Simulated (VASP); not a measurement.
Runs of VASP 6.6.1 on CdS (Hawleyite). The structure is cubic, space group F-43m (No. 216). Conventional cell: a = 5.833 Å, b = 5.833 Å, c = 5.833 Å, α = 90.00°, β = 90.00°, γ = 90.00°. Cd (site symmetry -43m) has 4 S at 2.53 Å as nearest neighbours. Around S (site symmetry -43m) lie 4 Cd at 2.53 Å. 

| level | potentials or basis | k mesh | smearing | gap on the mesh (eV) | pressure (GPa) |
| --- | --- | --- | --- | --- | --- |
| PBE | VASP PAW PBE potentials, release 64 (Cd, S) | 5 × 5 × 5 | fermi-dirac 0.04 eV | 1.15 | 3.2 |
| PBE | VASP PAW PBE potentials, release 64 (Cd, S) | 6 × 6 × 6 | fermi-dirac 0.04 eV | 1.15 | 3.2 |
| PBE | VASP PAW PBE potentials, release 64 (Cd, S) | 8 × 8 × 8 | gaussian 0.023 eV | 1.15 | 3.2 |
| PBE | VASP PAW PBE potentials, release 64 (Cd, S) | 8 × 8 × 8 | fermi-dirac 0.05 eV | 1.15 | 3.2 |
| LDA | VASP PAW LDA potentials, release 64 (Cd, S) | 8 × 8 × 8 | fermi-dirac 0.05 eV | (a) | -2.0 |

Alike in all rows: task single point; no spin polarisation; cell as given; cutoff (eV) 520.

Question: Estimate the missing entries.

Answer: (a) 0.89.

Caveats: an odd mesh through Γ misses points on the zone boundary, where band edges often lie (some runs).

A k mesh can miss the band edges, and the runs leave out spin-orbit coupling on Cd.

Not every run made on this cell is shown here.
